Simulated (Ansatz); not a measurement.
## GeSe under strain — quadrupolar parameters

The cell is an entry of the Crystallography Open Database (COD), relaxed with PBE at fixed cell and then changed (z stretched by 1 %, ions relaxed).

```cif
data_structure
_symmetry_space_group_name_H-M 'P 1'
_symmetry_Int_Tables_number 1
_cell_length_a 10.8200
_cell_length_b 3.8500
_cell_length_c 4.4440
_cell_angle_alpha 90.000
_cell_angle_beta 90.000
_cell_angle_gamma 90.000
_cell_volume 185.12
loop_
_atom_site_label
_atom_site_type_symbol
_atom_site_fract_x
_atom_site_fract_y
_atom_site_fract_z
_atom_site_occupancy
Ge1 Ge 0.11999 0.25000 0.11528 1
Ge2 Ge 0.88001 0.75000 0.88472 1
Ge3 Ge 0.38001 0.75000 0.61528 1
Ge4 Ge 0.61999 0.25000 0.38472 1
Se5 Se 0.85422 0.25000 0.49872 1
Se6 Se 0.14578 0.75000 0.50128 1
Se7 Se 0.64578 0.75000 0.99872 1
Se8 Se 0.35422 0.25000 0.00128 1
```

Atom numbers follow the list; atoms alike are taken as one site, whose name carries the number of the first.

Computed with Ansatz: DFT, PBE, plane waves and PAW, scalar-relativistic, 420 eV cutoff, Γ-centred 4×11×10 k-points, Fermi–Dirac smearing 0.02 eV.

C_Q = eQV_zz/h, which is 24.18 MHz for Q = 1 b and V_zz = 10²¹ V/m²; η = (V_xx − V_yy)/V_zz. ν_Q = 3|C_Q|/[2I(2I − 1)].

73Ge: I = 9/2, Q = -196.0 mb. Q values from Pyykkö, Mol. Phys. 116, 1328 (2018).

```
site  atoms (order as listed)                                    first shell  C_Q (MHz)     η  ν_Q (MHz)
  Ge               1, 2, 3, 4  3 Se at 2.58–2.59 Å; also 3 Se at 3.34–3.35 Å       29.1  0.25       1.21
```

At Ge V_zz stands upright on the plane through its three neighbours (within 10°).

Se has no stable isotope with a ground-state quadrupole moment in the table, so these sites are left out.
